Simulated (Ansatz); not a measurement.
The system is GaN.

```xyz
2
Lattice="0.0000 2.1352 2.1352 2.1352 0.0000 2.1352 2.1352 2.1352 0.0000" Properties=species:S:1:pos:R:3 pbc="T T T"
Ga    0.0000    0.0000    0.0000
N     2.1352    2.1352    2.1352
```

Measurements of this composition are mostly on another form, of space group No. 186.

| Item | Value |
| --- | --- |
| Program | Ansatz 0.2.0 |
| Task | relaxation of cell and atoms |
| Functional | HSE03 |
| Potentials or basis | Ansatz PAW |
| Cutoff | 420 eV (not typed: the program's choice for these potentials) |
| k mesh | 6 × 6 × 6 |
| Occupations | fermi-dirac, width 0.05 eV |
| Spin | no spin polarisation |

At the start: volume 9.74 Å³/atom.

**Question.** Where does the relaxation end?

**Answer.** It ends after 7 steps and the volume is 9.34 Å³/atom (-4.1 %); space group Fm-3m (No. 225, to 0.05 Å).

Step by step:
| step | energy change (eV) | largest force (eV/Å) | volume (Å³) |
| --- | --- | --- | --- |
| 1 | 0.0000 | 0.0000 | 19.47 |
| 2 | -0.0234 | 0.0000 | 18.92 |
| 3 | -0.0265 | 0.0000 | 18.67 |
| 4 | -0.0265 | 0.0000 | 18.69 |
| 5 | -0.0242 | 0.0000 | 18.69 |
| 6 | -0.0242 | 0.0000 | 18.68 |
| 7 | -0.0239 | 0.0000 | 18.68 |

Final structure:
```
CELL_PARAMETERS angstrom
0.00000 2.10597 2.10597
2.10597 0.00000 2.10597
2.10597 2.10597 0.00000
ATOMIC_POSITIONS crystal
Ga 0.00000 0.00000 0.00000
N 0.50000 0.50000 0.50000
```

Caveat: the k mesh is coarse (spacing up to 0.42 Å⁻¹), so the values aren't converged, least of all with exact exchange; the plane-wave basis is chosen anew once the cell has moved, so the energies of steps on either side of that aren't comparable; the pressure holds a Pulay correction of +0.6 GPa for the finite cutoff; the PAW data sets come from PBE, with cores solved anew for the run's functional, which leaves a small shift of forces and pressure.
